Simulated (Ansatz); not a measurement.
# SiC (Moissanite) (P6_3mc) in Ansatz: further runs, part 2 of 2

Ansatz 0.2.0. The steps go on from the part before.

### 3 Relaxation of cell and atoms, PBEsol, target pressure 5 GPa, at which the enthalpy is minimised

Contents of input.yaml:

```yaml
crystal:
  lattice:
    - [3.076, 0.0, 0.0]
    - [-1.538, 2.663894142, 0.0]
    - [0.0, 0.0, 5.048]
  atoms:
    - { symbol: Si, position: [0.6666666667, 0.3333333333, 0.5] }
    - { symbol: Si, position: [0.3333333333, 0.6666666667, 0.0] }
    - { symbol: C, position: [0.6666666667, 0.3333333333, 0.885] }
    - { symbol: C, position: [0.3333333333, 0.6666666667, 0.385] }
kpoints:
  mp_grid: { grid: [10, 10, 5] }
scf:
  occupations: { method: fermi_dirac, width: 0.05 }
hamiltonian:
  xc: pbesol
  pseudopotentials: { kind: all_electron, lapw: { basis_error: 0.002 } }
output:
  forces: true
  stress: true
relax:
  f_tol: 0.005
  max_steps: 60
  cell: { p_target: 5 }
```

Potentials or basis: all-electron LAPW, scalar-relativistic.

Command:

```bash
> ansatz run input.yaml --threads 2 --pin off --max-ram 8192MiB --backend cpu --events-out ev --progress --plain --runs-dir out
```

Standard output:

```text
Warning: RAYON_NUM_THREADS=2 ignored (pool sized by the plan → 2); use --threads N
The last accepted step is kept in <dir> (removed where the run ends without a failure and the disk answers)
LAPW: plane waves up to 9.560 Å⁻¹, error target 2.0e-3 eV per atom; small_component_spin mean_spin; C in spheres of 0.844 Å, 6 of its electrons in bands, Dirac shells []; Si in spheres of 0.968 Å, 12 of its electrons in bands, Dirac shells [] (how accurate: hamiltonian.pseudopotentials.lapw.basis_error, Limitations)
Engine: ansatz 0.2.0, aarch64-unknown-linux-gnu
Pseudopotentials: kind: all_electron
Pseudopotential: Si, LAPW, valence charge 12, lapw/all_electron/scalar/gaussian/Si, Koelling and Harmon's equation, gaussian nucleus
Pseudopotential: C, LAPW, valence charge 6, lapw/all_electron/scalar/gaussian/C, Koelling and Harmon's equation, gaussian nucleus
Functional definition: PBEsol
  exchange = pbesol_x
  correlation = pbesol_c
Crystal: 4 atoms, lattice volume = 41.364 Å³
Basis set: ecut = 348.2409262287046 eV, 603 PW (Γ), exchange–correlation at level 2
[... 88 lines left out ...]
  Basis errors (estimates in eV, not in F): energy 1.1e-3 per atom: plane waves 1.0e-3 (6.4e-4 summed), levels above the bands 6.5e-42, relativity 1.0e-8, radial functions 7.7e-5, core shells 1.7e-12; eigenvalues (radial functions only) 1.1e-5; not estimated: angular momenta, meshes, grids; target (lapw.basis_error) 2.0e-3; muffin-tin radii C 0.838 Å, Si 0.961 Å
--- Forces (eV/Å), atoms counted from 1 ---
  atom   1  Si    -0.00000000     0.00000000    -0.00026110
  atom   2  Si     0.00000000    -0.00000000    -0.00026110
  atom   3  C     -0.00000000    -0.00000000     0.00023840
  atom   4  C      0.00000000     0.00000000     0.00023840
  max |Σ_I F_I| component: 4.54e-5 eV/Å
--- Stress (GPa, compression-positive) ---
        4.995158      -0.000000      -0.000000
       -0.000000       4.995158       0.000000
       -0.000000       0.000000       4.997824
  P = ⅓ Tr σ = 4.9960 GPa (49.960 kbar)
--- Relaxed structure (5 steps of the walk, 5 accepted, 1 SCFs on fresh bases) ---
  F+E_penalty+E_count = -17822.18538535 eV   max|allowed force component| = 2.497e-4 eV/Å   (the final SCF, on the basis selected at the relaxed cell)
  cell:  # Å, volume = 40.4693 Å³
    - [3.053827774588813, 0.0, -2.2839749689039395e-34]
    - [-1.5269138872944066, 2.6446924315764107, 8.947399413671467e-35]
    - [-3.7482137981520373e-34, -4.6852672476900466e-35, 5.0107824337709665]
  atoms:
    - { symbol: Si, position: [0.6666666666666667, 0.33333333333333337, 0.504602792570878] }
    - { symbol: Si, position: [0.33333333333333337, 0.6666666666666667, 0.004602792570877958] }
    - { symbol: C, position: [0.6666666666666667, 0.33333333333333337, 0.8803972074291221] }
    - { symbol: C, position: [0.33333333333333337, 0.6666666666666667, 0.3803972074291221] }
```

Wall time 34 s (2 threads of Arm Neoverse V2, shared host); peak memory 0.32 GiB.

What came out:

```yaml
Free_energy: -17822.1854 eV
Relaxed_volume: 10.12 Å³/atom
Relaxed_cell: a = 3.054 Å, b = 3.054 Å, c = 5.011 Å, α = 90.00°, β = 90.00°, γ = 120.00°
Space_group_after_relaxing_to_0.05_Å: P6_3mc (No. 186)
Energy_change_on_relaxing_the_enthalpy_is_what_falls: -5.6 meV/atom
Ionic_steps: 6
Pressure_after_relaxing: 5.0 GPa
Band_gap_on_the_k_mesh: 2.25 eV
```

Step by step:
```tsv
step	energy change (eV)	largest force (eV/Å)	volume (Å³)
1	0.0000	0.7459	41.36
2	-0.0174	0.4532	40.87
3	-0.0134	0.1350	40.29
4	-0.0223	0.0023	40.47
5	-0.0223	0.0003	40.47
6	-0.0223	0.0003	40.47
```

Final structure:
```
CELL_PARAMETERS angstrom
3.05383 0.00000 0.00000
-1.52691 2.64469 0.00000
0.00000 0.00000 5.01078
ATOMIC_POSITIONS crystal
Si 0.66667 0.33333 0.50460
Si 0.33333 0.66667 0.00460
C 0.66667 0.33333 0.88040
C 0.33333 0.66667 0.38040
```

Caveat: an odd mesh through Γ misses points on the zone boundary, where band edges often lie.

### 4 Relaxation of cell and atoms, PBEsol, target pressure 10 GPa, at which the enthalpy is minimised

Edit input.yaml of step 3 so:

```diff
@@ -23,2 +23,2 @@
   max_steps: 60
-  cell: { p_target: 5 }
+  cell: { p_target: 10 }
```

Command:

```bash
> ansatz run input.yaml --threads 2 --pin off --max-ram 8192MiB --backend cpu --events-out ev --progress --plain --runs-dir out
```

Run time: 34 s. Hardware: 2 threads of Arm Neoverse V2, shared host; peak memory 0.32 GiB.

It converged, with:

```
Free energy                                            : -17822.1481 eV
Relaxed volume                                         : 9.92 Å³/atom
Relaxed cell                                           : a = 3.034 Å, b = 3.034 Å, c = 4.977 Å, α = 90.00°, β = 90.00°, γ = 120.00°
Space group after relaxing (to 0.05 Å)                 : P6_3mc (No. 186)
Energy change on relaxing (the enthalpy is what falls) : +3.7 meV/atom
Ionic steps                                            : 6
Pressure after relaxing                                : 10.0 GPa
Band gap on the k mesh                                 : 2.21 eV
```

The path:
| step | energy change (eV) | largest force (eV/Å) | volume (Å³) |
| --- | --- | --- | --- |
| 1 | 0.0000 | 0.7459 | 41.36 |
| 2 | -0.0051 | 0.4628 | 40.37 |
| 3 | 0.0294 | 0.0345 | 39.47 |
| 4 | 0.0138 | 0.0145 | 39.69 |
| 5 | 0.0150 | 0.0002 | 39.67 |
| 6 | 0.0150 | 0.0002 | 39.67 |

Final structure:
```
CELL_PARAMETERS angstrom
3.03373 0.00000 0.00000
-1.51687 2.62729 0.00000
0.00000 0.00000 4.97695
ATOMIC_POSITIONS crystal
Si 0.66667 0.33333 0.50461
Si 0.33333 0.66667 0.00461
C 0.66667 0.33333 0.88039
C 0.33333 0.66667 0.38039
```

Caveat: an odd mesh through Γ misses points on the zone boundary, where band edges often lie.

### 5 Summary

```tsv
cell	gap on the mesh (eV)	pressure (GPa)
relaxed	2.28	0.0
relaxed to 5 GPa	2.25	5.0
relaxed to 10 GPa	2.21	10.0
```

Alike in all rows: task relaxation of cell and atoms; level PBEsol; potentials or basis all-electron LAPW, scalar-relativistic; no spin polarisation; k mesh 10 × 10 × 5; smearing fermi-dirac 0.05 eV; basis error allowed 0.002 eV/atom.

Caveats: an odd mesh through Γ misses points on the zone boundary, where band edges often lie.

Compare energies only between runs with the same functional and basis.
